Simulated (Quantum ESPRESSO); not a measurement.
# TiSe in Quantum ESPRESSO: the effect of target pressure

Crystal: TiSe.

```xyz
2
Lattice="3.4034 0.0000 0.0000 0.0000 3.4034 0.0000 0.0000 0.0000 3.4034" Properties=species:S:1:pos:R:3 pbc="T T T"
Ti    0.0000    0.0000    0.0000
Se    1.7017    1.7017    1.7017
```

The cell comes from a database or a generator and needn't be the stable form of this composition.

Alike in all runs:

```yaml
Program: Quantum ESPRESSO 7.5
Task: phonons
Functional: LDA
Potentials_or_basis: GBRV 1.5 LDA
Cutoff: 612 eV
Density_cutoff: 4898 eV
k_mesh: 8 × 8 × 8
Occupations: cold, width 0.2 eV
Spin: no spin polarisation
```

Each run relaxes the cell or the atoms first.

```csv
target pressure,relaxed volume (Å³/atom),highest phonon frequency (cm⁻¹)
0 GPa,15.28,160
10 GPa,14.37,201
25 GPa,13.39,242
50 GPa,?,?
80 GPa,11.36,340
```

Task: What does the run with target pressure 50 GPa give?

Result: Relaxed volume 12.28 Å³/atom; highest phonon frequency 293 cm⁻¹.

Worked out: In Murnaghan's law V^(-B') rises as a straight line in P. The other rows fit best with B' = 3.8, V0 = 15.28 Å³/atom and B0 = 146 GPa, which gives 12.27 Å³/atom at 50 GPa, against the run's 12.28. A parabola through the other rows of the highest phonon frequency, of slope 1.84 cm⁻¹ per GPa there, gives 302 cm⁻¹, against the run's 293.

Caveats: the mesh is thin for the phonons of a metal; the volume moved by over 15 % at a fixed basis, so the end points are rough; the cell is more than 3 GPa from zero pressure, which shifts response properties (some runs).
